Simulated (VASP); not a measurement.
# Bi (R-3m) in VASP: a series of runs, part 2 of 2

VASP 6.6.1. The steps go on from the part before.

**3. Relaxation of cell and atoms, PBE+D3(BJ)**

This run uses another cell than the first one, of 34.55 Å³/atom, 0.985 times its volume.

File INCAR:

```
SYSTEM = Bi
ALGO = Normal ; EDIFF = 1E-7
EDIFFG = -0.005 ; ENCUT = 600
GGA = PE ; IBRION = 2
ISIF = 3 ; ISMEAR = 1
IVDW = 12 ; KPAR = 2
LASPH = .TRUE. ; LCHARG = .FALSE.
LREAL = .FALSE. ; LWAVE = .FALSE.
NELM = 80 ; NSW = 90
PREC = Accurate ; SIGMA = 0.1
```

File KPOINTS:

```
k-points
0
G
  12 12 10
  0 0 0
```

File POSCAR:

```
Bi                                      
1.0
    2.2642702953      1.3072770645      3.8908120252
   -2.2642702953      1.3072770645      3.8908120252
    0.0000000000     -2.6145541291      3.8908120252
  Bi            
     2
Direct
     0.2373168464933614    0.2373168464933614    0.2373168464933614
     0.7626831535066387    0.7626831535066387    0.7626831535066387
```

Potentials or basis: VASP PAW PBE potentials, release 64 (Bi_d).

The run is started by

```
$ cat potpaw_PBE.64/Bi_d/POTCAR > POTCAR
$ mpirun -np 2 vasp_std > vasp.out
```

OUTCAR:

```text
SYSTEM = Bi
   EDIFF = 1E-7
   EDIFFG = -0.005
   ENCUT = 600
   GGA = PE
   IBRION = 2
   ISIF = 3
   ISMEAR = 1
   IVDW = 12
   LASPH = .TRUE.
   LREAL = .FALSE.
   NELM = 80
   NSW = 90
   PREC = Accurate
 IVDW          = 12

 ion  position               nearest neighbor table
   1  0.237  0.237  0.237-   2 3.09   2 3.09   2 3.09   2 3.44   2 3.44   2 3.44
   2  0.763  0.763  0.763-   1 3.09   1 3.09   1 3.09   1 3.44   1 3.44   1 3.44

  LATTYP: Found a trigonal (rhomboedric) cell.
 ALAT       =     4.6876765576
 COS(alpha) =     0.5333715035

  Lattice vectors:

 A1 = (   2.2642702953,   1.3072770645,   3.8908120252)
 A2 = (  -2.2642702953,   1.3072770645,   3.8908120252)
 A3 = (   0.0000000000,  -2.6145541291,   3.8908120252)

Analysis of symmetry for initial positions (statically):
=====================================================================
 Subroutine PRICEL returns:
 Original cell was already a primitive cell.

 Routine SETGRP: Setting up the symmetry group for a
 trigonal (rhombohedral) supercell.

 Subroutine GETGRP returns: Found 12 space group operations
 (whereof 12 operations were pure point group operations)
 out of a pool of 12 trial point group operations.

The static configuration has the point symmetry D_3d.

Analysis of symmetry for dynamics (positions and initial velocities):
=====================================================================
 Subroutine PRICEL returns:
 Original cell was already a primitive cell.

 Routine SETGRP: Setting up the symmetry group for a
 trigonal (rhombohedral) supercell.

 Subroutine GETGRP returns: Found 12 space group operations
 (whereof 12 operations were pure point group operations)
 out of a pool of 12 trial point group operations.

The dynamic configuration has the point symmetry D_3d.

 Subroutine INISYM returns: Found 12 space group operations
 (whereof 12 operations are pure point group operations),
 and found     1 'primitive' translations

----------------------------------------------------------------------------------------

                                     Primitive cell

  volume of cell :      69.1015

  direct lattice vectors                    reciprocal lattice vectors
     2.264270295  1.307277065  3.890812025     0.220821693  0.127491464  0.085671919
[... 118 lines left out ...]
   PSTRESS=    0.0 pullay stress
   NELECT =      30.0000    total number of electrons
   NUPDOWN=      -1.0000    fix difference up-down
   EMIN   =  10.00;   EMAX   =-10.00  energy-range for DOS
   EFERMI =   0.00;   METHOD = LEGACY
   ISMEAR =     1;   SIGMA  =   0.10  broadening in eV -4-tet -1-fermi 0-gaus
   EFERMI_NEDOS =   21; number of points for ismear=-14 and -15
   IALGO  =     38    algorithm
   IMIX   =      4    mixing-type and parameters
     AMIX     =   0.40;   BMIX     =  1.00
     AMIX_MAG =   1.60;   BMIX_MAG =  1.00
  volume/ion in A,a.u.               =      34.55       233.16
  Fermi-wavevector in a.u.,A,eV,Ry     =   1.239613  2.342529 20.907261  1.536640
  Thomas-Fermi vector in A             =   2.374089
   LORBIT       =      0    0 simple, 1 ext, 2 COOP (PROOUT), +10 PAW based schemes
   GGA     = PE    functional components
   LHFCALC =     F    Hartree Fock is set to
   AEXX    =    0.0000 exact exchange contribution
   IVDW    =    12    specifies the selected vdW correction
   LEPSILON=     F    determine dielectric tensor
   LRPA    =     F    only Hartree local field effects (RPA)
 conjugate gradient relaxation of ions
 non-spin polarized calculation
 Methfessel and Paxton  Order N= 1 SIGMA  =   0.10
  energy-cutoff  :      600.00
  volume of cell :       69.10
 maximum number of plane-waves:      2328
 NGX is ok and might be reduce to    40
   NGX = 19   NGY = 19   NGZ = 19

--------------------------------------- Ionic step        1  -------------------------------------------

 number of electron      30.0000004 magnetization

 Free energy of the ion-electron system (eV)
  ---------------------------------------------------
  ext. energy  EPLUGINS =         0.00000000
  ---------------------------------------------------
  free energy    TOTEN  =        -7.74152705 eV

  energy without entropy =       -7.74158808  energy(sigma->0) =       -7.74154739

------------------------ aborting loop because EDIFF is reached ----------------------------------------

 Edisp (eV)   -0.92431

 E8    (eV) :    -0.4592
[... 71 lines left out ...]
--------------------------------------- Ionic step        3  -------------------------------------------

 number of electron      30.0000004 magnetization

 Free energy of the ion-electron system (eV)
  ---------------------------------------------------
  ext. energy  EPLUGINS =         0.00000000
  ---------------------------------------------------
  free energy    TOTEN  =        -7.74199398 eV

  energy without entropy =       -7.74206714  energy(sigma->0) =       -7.74201837

 E-fermi :   6.5449     XC(G=0):  -9.6251

 val. band max:        6.5420253079   @ k =   0.0833   0.0833   0.4000
 cond. band min:       6.5597521165   @ k =   0.3333   0.1667   0.2000
 fundamental gap:      0.0177268086
 Fermi energy:         6.5449422234

 k-point     1 :       0.0000    0.0000    0.0000
  band No.  band energies     occupation
      1     -16.4130      2.00000
      2     -16.4130      2.00000
      3     -16.2600      2.00000
      4     -16.2600      2.00000
      5     -16.2507      2.00000
      6     -16.0729      2.00000
[... 505 lines left out ...]
      6     -16.1596      2.00000
[... 11 lines left out ...]
     18       9.8032      0.00000
     19      13.3825      0.00000

 [... further k-points ...]

------------------------ aborting loop because EDIFF is reached ----------------------------------------

 Edisp (eV)   -0.92386

 E8    (eV) :    -0.4590
[... 25 lines left out ...]
  FREE ENERGIE OF THE ION-ELECTRON SYSTEM (eV)
  ---------------------------------------------------
  free  energy   TOTEN  =        -8.6658560708 eV

  energy  without entropy=       -8.6659292292  energy(sigma->0) =       -8.66588046

 reached required accuracy - stopping structural energy minimisation
```

OSZICAR:

```text
N       E                     dE             d eps       ncg     rms          rms(c)
DAV:   1     0.305731373635E+03    0.30573E+03   -0.17866E+04 14858   0.209E+03
[... 20 lines left out ...]
       N       E                     dE             d eps       ncg     rms          rms(c)
DAV:   1    -0.774206366043E+01   -0.30604E-03   -0.44352E-03 16165   0.634E-01    0.449E-02
DAV:   2    -0.774201938274E+01    0.44278E-04   -0.17363E-04 20806   0.208E-01    0.271E-02
DAV:   3    -0.774199437991E+01    0.25003E-04   -0.75966E-05 21158   0.160E-01    0.533E-03
DAV:   4    -0.774199435903E+01    0.20877E-07   -0.18850E-05 16169   0.685E-02    0.246E-03
DAV:   5    -0.774199394000E+01    0.41903E-06   -0.80432E-07 16898   0.140E-02    0.684E-04
DAV:   6    -0.774199397956E+01   -0.39559E-07   -0.14264E-07  7726   0.473E-03
   3 F= -.86658561E+01 E0= -.86658805E+01  d E =-.172316E-04
```

CONTCAR:

```text
Bi
   1.00000000000000
     2.2656626625749934    1.3080809481210767    3.8879167151868765
    -2.2656626625749934    1.3080809481210767    3.8879167151868765
     0.0000000000000000   -2.6161618963421405    3.8879167151868512
  Bi
     2
Direct
     0.2372661062816524    0.2372661062816524    0.2372661062816524
     0.7627338937183475    0.7627338937183475    0.7627338937183475

  0.00000000E+00  0.00000000E+00  0.00000000E+00
  0.00000000E+00  0.00000000E+00  0.00000000E+00
```

It took 5.2 min on 2 MPI ranks of Intel Xeon 6975P-C (Granite Rapids), shared host; peak memory 0.64 GiB.

Results:

```yaml
Free_energy: -8.6659 eV
Relaxed_volume: 34.57 Å³/atom
Relaxed_cell: a = 4.686 Å, b = 4.686 Å, c = 4.686 Å, α = 57.83°, β = 57.83°, γ = 57.83°
Space_group_after_relaxing_to_0.05_Å: R-3m (No. 166)
Energy_gained_by_relaxing: 0.0 meV/atom
Ionic_steps: 3
Pressure_after_relaxing: 0.0 GPa
Band_gap_on_the_k_mesh: none (metal or under the smearing width)
Dispersion_energy_per_atom: -0.462 eV
```

Final structure:
```yaml
crystal:
  lattice:
    - [2.26566, 1.30808, 3.88792]
    - [-2.26566, 1.30808, 3.88792]
    - [0.00000, -2.61616, 3.88792]
  atoms:
    - { symbol: Bi, position: [0.23727, 0.23727, 0.23727] }
    - { symbol: Bi, position: [0.76273, 0.76273, 0.76273] }
```

Caveat: spin-orbit coupling is left out, which moves the levels of the heavy elements; pairwise dispersion overbinds metals, which lowers pressure and volume.

**4. Relaxation of cell and atoms, PBE**

File INCAR:

```
SYSTEM = Bi
  ALGO = Normal
  EDIFF = 1E-6
  EDIFFG = -0.01
  ENCUT = 600
  GGA = PE
  IBRION = 2
  ISIF = 3
  ISMEAR = 1
  LASPH = .True.
  LCHARG = .False.
  LREAL = .False.
  LWAVE = .False.
  NELM = 80
  NSW = 90
  PREC = Accurate
  SIGMA = 0.1
```

File KPOINTS:

```
k-points
0
Gamma
  12 12 10
  0 0 0
```

File POSCAR:

```
Bi
1.0
    2.2675000000      1.3091417354      3.9380000000
   -2.2675000000      1.3091417354      3.9380000000
    0.0000000000     -2.6182834708      3.9380000000
Bi
2
Direct
    0.2340000000      0.2340000000      0.2340000000
    0.7660000000      0.7660000000      0.7660000000
```

Potentials or basis: VASP PAW PBE potentials, release 64 (Bi_d).

The run is started by

```
$ cat potpaw_PBE.64/Bi_d/POTCAR > POTCAR
$ mpirun -np 1 vasp_std > vasp.out
```

OUTCAR:

```text
SYSTEM = Bi
   EDIFF = 1E-6
   EDIFFG = -0.01
   ENCUT = 600
   GGA = PE
   IBRION = 2
   ISIF = 3
   ISMEAR = 1
   LASPH = .True.
   LREAL = .False.
   NELM = 80
   NSW = 90
   PREC = Accurate

 ion  position               nearest neighbor table
   1  0.234  0.234  0.234-   2 3.06   2 3.06   2 3.06   2 3.52   2 3.52   2 3.52
   2  0.766  0.766  0.766-   1 3.06   1 3.06   1 3.06   1 3.52   1 3.52   1 3.52

  LATTYP: Found a trigonal (rhomboedric) cell.
 ALAT       =     4.7289800521
 COS(alpha) =     0.5401781303

  Lattice vectors:

 A1 = (   2.2675000000,   1.3091417354,   3.9380000000)
 A2 = (  -2.2675000000,   1.3091417354,   3.9380000000)
 A3 = (   0.0000000000,  -2.6182834708,   3.9380000000)

Analysis of symmetry for initial positions (statically):
=====================================================================
 Subroutine PRICEL returns:
 Original cell was already a primitive cell.

 Routine SETGRP: Setting up the symmetry group for a
 trigonal (rhombohedral) supercell.

 Subroutine GETGRP returns: Found 12 space group operations
 (whereof 12 operations were pure point group operations)
 out of a pool of 12 trial point group operations.

[... 197 lines left out ...]
  external PRESSURE =      22.1251705 kB  Pullay stress =       0.0000000 kB
[... 89 lines left out ...]
  FREE ENERGIE OF THE ION-ELECTRON SYSTEM (eV)
  ---------------------------------------------------
  free  energy   TOTEN  =        -7.7696186103 eV

  energy  without entropy=       -7.7696086515  energy(sigma->0) =       -7.76961529

[... ionic steps 4 to 7 ...]

--------------------------------------- Ionic step        8  -------------------------------------------

 number of electron      29.9999999 magnetization

------------------------ aborting loop because EDIFF is reached ----------------------------------------
[... 67 lines left out ...]
--------------------------------------- Ionic step       10  -------------------------------------------

 number of electron      30.0000000 magnetization

 Free energy of the ion-electron system (eV)
  ---------------------------------------------------
  ext. energy  EPLUGINS =         0.00000000
  ---------------------------------------------------
  free energy    TOTEN  =        -7.77096191 eV

  energy without entropy =       -7.77084436  energy(sigma->0) =       -7.77092273

 E-fermi :   5.8425     XC(G=0):  -9.3128

 val. band max:        5.8219990119   @ k =   0.0833   0.0833   0.4000
 cond. band min:       5.8480158645   @ k =   0.4167   0.2500   0.3000
 fundamental gap:      0.0260168526
 Fermi energy:         5.8424548279

 k-point     1 :       0.0000    0.0000    0.0000
  band No.  band energies     occupation
      1     -17.0367      2.00000
      2     -17.0367      2.00000
      3     -16.9040      2.00000
      4     -16.9040      2.00000
      5     -16.8911      2.00000
      6     -16.7438      2.00000
[... 505 lines left out ...]
      6     -16.8137      2.00000
[... 11 lines left out ...]
     18       8.9437      0.00000
     19      12.4699      0.00000

 [... further k-points ...]
[... 5 lines left out ...]
  --------------------------------------------------------------------------------------
  -------------------------------------------------------------------------------------
  Total       -0.0024430     -0.0024430      0.0095102      0.0000000      0.0000000      0.0000000
  in kB       -0.0530894     -0.0530894      0.2066682      0.0000000      0.0000000      0.0000000
  external PRESSURE =       0.0334965 kB  Pullay stress =       0.0000000 kB
[... 17 lines left out ...]
  FREE ENERGIE OF THE ION-ELECTRON SYSTEM (eV)
  ---------------------------------------------------
  free  energy   TOTEN  =        -7.7709619118 eV

  energy  without entropy=       -7.7708443561  energy(sigma->0) =       -7.77092273

 reached required accuracy - stopping structural energy minimisation
```

It took 24 min on 1 thread of Intel Xeon 6975P-C (Granite Rapids), shared host; peak memory 0.65 GiB.

Results:

```yaml
Free_energy: -7.7710 eV
Relaxed_volume: 36.86 Å³/atom
Relaxed_cell: a = 4.844 Å, b = 4.844 Å, c = 4.844 Å, α = 56.43°, β = 56.43°, γ = 56.43°
Space_group_after_relaxing_to_0.05_Å: R-3m (No. 166)
Energy_gained_by_relaxing: 11.7 meV/atom
Ionic_steps: 10
Pressure_after_relaxing: 0.0 GPa
Band_gap_on_the_k_mesh: none (metal or under the smearing width)
```

The path:
| step | energy change (eV) | largest force (eV/Å) | pressure (GPa) | volume (Å³) |
| --- | --- | --- | --- | --- |
| 1 | 0.0000 | 0.2279 | 2.21 | 70.14 |
| 2 | -0.0143 | 0.1535 | -1.14 | 75.17 |
| 3 | -0.0220 | 0.0185 | 0.01 | 73.23 |
| 4 | -0.0220 | 0.0252 | -0.03 | 73.29 |
| 5 | -0.0224 | 0.0274 | -0.02 | 73.34 |
| 6 | -0.0230 | 0.0373 | -0.04 | 73.50 |
| 7 | -0.0231 | 0.0408 | -0.02 | 73.55 |
| 8 | -0.0232 | 0.0100 | 0.06 | 73.49 |
| 9 | -0.0232 | 0.0051 | 0.09 | 73.48 |
| 10 | -0.0233 | 0.0003 | 0.00 | 73.73 |

Final structure:
```cif
data_structure
_symmetry_space_group_name_H-M 'P 1'
_symmetry_Int_Tables_number 1
_cell_length_a 4.8437
_cell_length_b 4.8437
_cell_length_c 4.8437
_cell_angle_alpha 56.433
_cell_angle_beta 56.433
_cell_angle_gamma 56.433
_cell_volume 73.73
loop_
_atom_site_label
_atom_site_type_symbol
_atom_site_fract_x
_atom_site_fract_y
_atom_site_fract_z
_atom_site_occupancy
Bi1 Bi 0.23369 0.23369 0.23369 1
Bi2 Bi 0.76631 0.76631 0.76631 1
```

Caveat: spin-orbit coupling is left out, which moves the levels of the heavy elements. Zero-point motion and thermal expansion aren't in these numbers.
